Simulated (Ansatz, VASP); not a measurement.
**Ge: VASP beside Ansatz**

```
Ge
1.0
     2.17469    0.00000    0.00000
    -1.08735    1.88334    0.00000
     0.00000    0.00000    2.03573
Ge
1
Direct
  0.00000 0.00000 0.00000
```

Change from the starting cell: volume scaled by 0.43, norm-conserving files.

Alike in both runs: task single point; functional PBE; k mesh 17 × 17 × 15; occupations fermi-dirac, width 0.1 eV; no spin polarisation.

|  | VASP | Ansatz |
| --- | --- | --- |
| version | VASP 6.6.1 | Ansatz 0.2.0 |
| potentials or method | VASP PAW PBE potentials, release 64 (Ge_d) | norm-conserving pseudopotentials, scalar-relativistic |
| plane-wave cutoff (eV) | 520 | 1061 |
| valence electrons in the cell | 14 | 14 |

|  | VASP | Ansatz | Ansatz less VASP |
| --- | --- | --- | --- |
| pressure (GPa) | 392.4 | 389.7 | -2.66 |
| largest component of the traceless stress (GPa) | 1.82 | 0.61 | -1.217 |

Caveats: the cell as given lies far from equilibrium; so large a pressure means that the cell lies far from this level's equilibrium, or that cutoff or potentials fall short (VASP).
